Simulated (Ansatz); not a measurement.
**Structures of Be3C: which is lowest?**

Plane-wave DFT in Ansatz with scalar-relativistic PAW potentials, cutoff 500 eV, Γ-centred meshes chosen by cell and gap, Gaussian smearing with energies taken to zero width. Every cell was relaxed (cell and atoms) in a run of its own, within the symmetry of its start. Functional: r2SCAN.

Relaxed structures (starts from databases or built by putting these elements on another compound's sites):
A. Pm-3m, 4 atoms in the computed cell, a = 2.994 Å; sites (symmetry × multiplicity) Be 4/mm.m × 3, C m-3m × 1; start: built
B. P6/mmm, 4 atoms in the computed cell, a = 3.200 Å, c = 3.703 Å; sites (symmetry × multiplicity) Be -6m2 × 2 + 6/mmm × 1, C 6/mmm × 1; start: built

Question: Rank them by energy. Could pressure change the order?

Answer:
| structure | group | E − E(lowest) (meV/atom) | V (Å³/atom) | gap on mesh (eV) |
| --- | --- | --- | --- | --- |
| A | Pm-3m | 0.0 | 6.71 | 0.00 |
| B | P6/mmm | 7.5 | 8.21 | 0.00 |

A is lowest, 8 meV/atom under B. The lowest is also the densest of these, so pressure wouldn't bring one of the others in at first order. Other structures may lie lower than all of these, and vibrations aren't counted.